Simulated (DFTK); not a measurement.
# Sn (I4_1/amd) in DFTK: a series of runs, part 2 of 2

DFTK 0.8.2.

### Step 4. Band structure, BJ06

Contents of run.jl:

```julia
using DFTK
using PseudoPotentialData
using Unitful, UnitfulAtomic
using LinearAlgebra, Printf
using AtomsBase
include("save.jl")
disable_threading()

cell = [[-2.9401404553, 2.9401404553, 1.5993019889],
        [2.9401404553, -2.9401404553, 1.5993019889],
        [2.9401404553, 2.9401404553, -1.5993019889]]u"Å"
system = periodic_system([:Sn => [0.0, 0.0, 0.0],
                          :Sn => [0.75, 0.25, 0.5]],
                         cell; fractional=true)
lattice   = austrip.(hcat(cell_vectors(system)...))
symbols   = atomic_symbol(system, :) .|> Symbol
positions = [lattice \ austrip.(position(system, i)) for i in 1:length(system)]
pseudopotentials = PseudoFamily("cp2k.nc.sr.pbe.v0_1.largecore.gth")
elements = Dict(s => ElementPsp(s, pseudopotentials) for s in unique(symbols))
atoms    = [elements[s] for s in symbols]

build_model(lattice, positions; symmetries=true) =
    model_DFT(lattice, atoms, positions;
              functionals=[:mgga_x_tb09, :lda_c_pw],
              temperature=austrip(0.05u"eV"),
              smearing=Smearing.FermiDirac(),
              symmetries)
Ecut  = 35.0  # hartree
kgrid = [7, 7, 7]
tol   = 1e-6
to_GPa = ustrip(uconvert(u"GPa", 1u"hartree/bohr^3"))

model = build_model(lattice, positions)
basis = PlaneWaveBasis(model; Ecut, kgrid)
display(basis)
scfres = self_consistent_field(basis;
                               tol,
                               nbandsalg=AdaptiveBands(model; n_bands_converge=9))
display(scfres.energies)
@printf "Fermi level: %.6f eV\n" ustrip(auconvert(u"eV", something(scfres.εF, NaN)))
println("Levels at the first k-point (eV): ", round.(ustrip.(auconvert.(u"eV", scfres.eigenvalues[1][1:scfres.n_bands_converge])); digits=4))
save_scf!(scfres)

points = Dict("G" => [0.0, 0.0, 0.0], "M" => [-0.5, 0.5, 0.5], "N" => [0.0, 0.5, 0.0], "P" => [0.25, 0.25, 0.25], "X" => [0.0, 0.0, 0.5], "Z" => [0.3239715651, 0.3239715651, -0.3239715651], "Z1" => [-0.3239715651, 0.6760284349, 0.3239715651])
segments = [("G", "X", 5), ("X", "M", 5), ("M", "G", 6), ("G", "Z", 8), ("Z", "P", 5), ("P", "N", 3), ("N", "Z1", 4), ("Z1", "M", 4), ("X", "P", 6)]
kcoords = vcat([[points[a] + t * (points[b] - points[a]) for t in range(0, 1, n)] for (a, b, n) in segments]...)
bands = compute_bands(scfres, ExplicitKpoints(kcoords); n_bands=11, tol=1e-5)
for (k, ε) in zip(bands.basis.kpoints, bands.eigenvalues)
    @printf "%d %8.4f %8.4f %8.4f " k.spin k.coordinate...
    println(join([@sprintf("%9.4f", e) for e in ustrip.(auconvert.(u"eV", ε .- scfres.εF))]))
end
results["band_energies"] = rows(bands.eigenvalues); results["band_kpoints"] = rows(kcoords)
```

Potentials or basis: cp2k.nc.sr.pbe.v0_1.largecore.gth (PBE, GTH).

Started as:

```
$ julia --threads=1 run.jl  # save.jl only writes the numbers to a file and isn't shown; printed stress counts tension as positive; times include loading and compiling
```

Run time: 81 s. Hardware: 1 thread of Intel Xeon 6975P-C (Granite Rapids), shared host; peak memory 1.8 GiB.

The run converged. Its results:

| Item | Value |
| --- | --- |
| Band gap on the k mesh | none (metal or under the smearing width) |

Levels at the corners of the path, in eV from the Fermi level:
```
point  band 1  band 2  band 3  band 4  band 5  band 6  band 7  band 8
    Γ  -10.91   -3.44   -1.93   -1.93    2.92    6.39    6.39    6.89
    X   -8.70   -8.70    0.58    0.58    1.67    1.67    6.25    6.25
    M   -7.39   -7.39   -4.74   -4.74    5.14    5.14    9.50    9.50
    Γ  -10.91   -3.44   -1.93   -1.93    2.92    6.39    6.39    6.89
    Z   -6.30   -5.40   -2.98   -2.88   -2.88    3.21    5.59    5.59
    P   -5.80   -5.80   -3.46   -3.46    3.61    3.61    4.10    4.10
    N   -6.75   -5.25   -2.17   -1.63   -1.12    2.26    2.98    4.67
   Z1   -6.30   -5.40   -2.98   -2.88   -2.88    3.21    5.59    5.59
    M   -7.39   -7.39   -4.74   -4.74    5.14    5.14    9.50    9.50
    X   -8.70   -8.70    0.58    0.58    1.67    1.67    6.25    6.25
    P   -5.80   -5.80   -3.46   -3.46    3.61    3.61    4.10    4.10
```

Caveat: the program leaves the constant c of mgga_x_tb09 at 1, so the potential is Becke-Johnson's (BJ06) and not Tran and Blaha's, with levels but no total energy; GTH potentials come without recommended cutoffs, and this one wasn't checked for convergence; the program warned that the kinetic-energy density falls under its von Weizsäcker bound, which can give unphysical results; the potentials were made for another functional, which shifts forces and pressure; spin-orbit coupling is left out, which moves the levels of the heavy elements.

### Step 5. Band structure, LDA

Changes to run.jl since step 4:

```diff
@@ -4,3 +4,2 @@
 using LinearAlgebra, Printf
-using AtomsBase
 include("save.jl")
@@ -8,12 +7,7 @@
 
-cell = [[-2.9401404553, 2.9401404553, 1.5993019889],
-        [2.9401404553, -2.9401404553, 1.5993019889],
-        [2.9401404553, 2.9401404553, -1.5993019889]]u"Å"
-system = periodic_system([:Sn => [0.0, 0.0, 0.0],
-                          :Sn => [0.75, 0.25, 0.5]],
-                         cell; fractional=true)
-lattice   = austrip.(hcat(cell_vectors(system)...))
-symbols   = atomic_symbol(system, :) .|> Symbol
-positions = [lattice \ austrip.(position(system, i)) for i in 1:length(system)]
-pseudopotentials = PseudoFamily("cp2k.nc.sr.pbe.v0_1.largecore.gth")
+lines     = readlines("POSCAR")
+lattice   = austrip(1u"Å") * parse(Float64, lines[2]) * hcat([parse.(Float64, split(l)) for l in lines[3:5]]...)
+symbols   = vcat([fill(Symbol(s), parse(Int, n)) for (s, n) in zip(split(lines[6]), split(lines[7]))]...)
+positions = [parse.(Float64, split(l)[1:3]) for l in lines[9:8+length(symbols)]]
+pseudopotentials = PseudoFamily("cp2k.nc.sr.lda.v0_1.largecore.gth")
 elements = Dict(s => ElementPsp(s, pseudopotentials) for s in unique(symbols))
@@ -23,3 +17,3 @@
     model_DFT(lattice, atoms, positions;
-              functionals=[:mgga_x_tb09, :lda_c_pw],
+              functionals=LDA(),
               temperature=austrip(0.05u"eV"),
@@ -27,4 +21,4 @@
               symmetries)
-Ecut  = 35.0  # hartree
-kgrid = [7, 7, 7]
+Ecut  = 27.0  # hartree
+kgrid = [9, 9, 9]
 tol   = 1e-6
@@ -40,4 +34,12 @@
 @printf "Fermi level: %.6f eV\n" ustrip(auconvert(u"eV", something(scfres.εF, NaN)))
+forces = compute_forces_cart(scfres)
+println("Forces (eV/Å)")
+for (s, f) in zip(symbols, forces)
+    @printf "%-3s %12.6f %12.6f %12.6f\n" s ustrip.(auconvert.(u"eV/Å", f))...
+end
+stress = compute_stresses_cart(scfres)
+println("Stress (GPa)")
+display(round.(stress * to_GPa; digits=4))
 println("Levels at the first k-point (eV): ", round.(ustrip.(auconvert.(u"eV", scfres.eigenvalues[1][1:scfres.n_bands_converge])); digits=4))
-save_scf!(scfres)
+save_scf!(scfres; forces, stress)
```

Contents of POSCAR:

```
Sn
1.0
   -2.9401404553      2.9401404553      1.5993019889
    2.9401404553     -2.9401404553      1.5993019889
    2.9401404553      2.9401404553     -1.5993019889
Sn
2
Direct
    0.0000000000      0.0000000000      0.0000000000
    0.7500000000      0.2500000000      0.5000000000
```

Potentials or basis: cp2k.nc.sr.lda.v0_1.largecore.gth (LDA, GTH).

Started as:

```
$ julia --threads=1 run.jl  # save.jl only writes the numbers to a file and isn't shown; printed stress counts tension as positive; times include loading and compiling
```

Wall time 70 s (1 thread of AMD EPYC 9R45 (Zen 5), shared host); peak memory 2.3 GiB.

The run converged. Its results:

| Quantity | Value |
| --- | --- |
| Free energy | -194.1944 eV |
| Pressure | -3.3 GPa |
| Band gap on the k mesh | none (metal or under the smearing width) |

Levels at the corners of the path, in eV from the Fermi level:
| point | band 1 | band 2 | band 3 | band 4 | band 5 | band 6 | band 7 | band 8 |
| --- | --- | --- | --- | --- | --- | --- | --- | --- |
| Γ | -11.01 | -3.84 | -1.90 | -1.90 | 3.10 | 6.21 | 6.21 | 6.71 |
| X | -8.83 | -8.83 | 0.58 | 0.58 | 1.55 | 1.55 | 6.10 | 6.10 |
| M | -7.61 | -7.61 | -4.67 | -4.67 | 5.06 | 5.06 | 9.15 | 9.15 |
| Γ | -11.01 | -3.84 | -1.90 | -1.90 | 3.10 | 6.21 | 6.21 | 6.71 |
| Z | -6.57 | -5.63 | -2.96 | -2.83 | -2.83 | 2.92 | 5.58 | 5.58 |
| P | -6.03 | -6.03 | -3.43 | -3.43 | 3.52 | 3.52 | 3.90 | 3.90 |
| N | -6.97 | -5.36 | -2.38 | -1.64 | -1.09 | 2.34 | 2.85 | 4.56 |
| Z1 | -6.57 | -5.63 | -2.96 | -2.83 | -2.83 | 2.92 | 5.58 | 5.58 |
| M | -7.61 | -7.61 | -4.67 | -4.67 | 5.06 | 5.06 | 9.15 | 9.15 |
| X | -8.83 | -8.83 | 0.58 | 0.58 | 1.55 | 1.55 | 6.10 | 6.10 |
| P | -6.03 | -6.03 | -3.43 | -3.43 | 3.52 | 3.52 | 3.90 | 3.90 |

Caveat: GTH potentials come without recommended cutoffs, and this one wasn't checked for convergence; spin-orbit coupling is left out, which moves the levels of the heavy elements.

### Step 6. Overview

| level | potentials or basis | k mesh | cutoff (eV) | valence electrons | mesh quality | gap on the mesh (eV) | pressure (GPa) |
| --- | --- | --- | --- | --- | --- | --- | --- |
| r2SCAN | SG15 1.2 (PBE) | 5 × 5 × 5 | 1225 | Sn 14 | coarse | none | -0.9 |
| PBEsol | SPMS 1.0 (PBE) | 6 × 6 × 6 | 1225 | Sn 14 | coarse | none | -1.6 |
| BJ06 | cp2k.nc.sr.pbe.v0_1.largecore.gth (PBE, GTH) | 7 × 7 × 7 | 952 | Sn 4 | not flagged | none | - |
| LDA | cp2k.nc.sr.lda.v0_1.largecore.gth (LDA, GTH) | 9 × 9 × 9 | 735 | Sn 4 | not flagged | none | -3.3 |

Alike in all rows: task band structure; no spin polarisation; cell as given; smearing fermi-dirac 0.05 eV.

Caveats: some runs use coarse meshes; spin-orbit coupling is left out, which moves the levels of the heavy elements; the potentials were made for another functional, which shifts forces and pressure (some runs); GTH potentials come without recommended cutoffs, and this one wasn't checked for convergence (some runs); the program leaves the constant c of mgga_x_tb09 at 1, so the potential is Becke-Johnson's (BJ06) and not Tran and Blaha's, with levels but no total energy (some runs); the program warned that the kinetic-energy density falls under its von Weizsäcker bound, which can give unphysical results (some runs).

Total energies depend on the potentials used, so only differences within one code and one set of settings carry meaning.
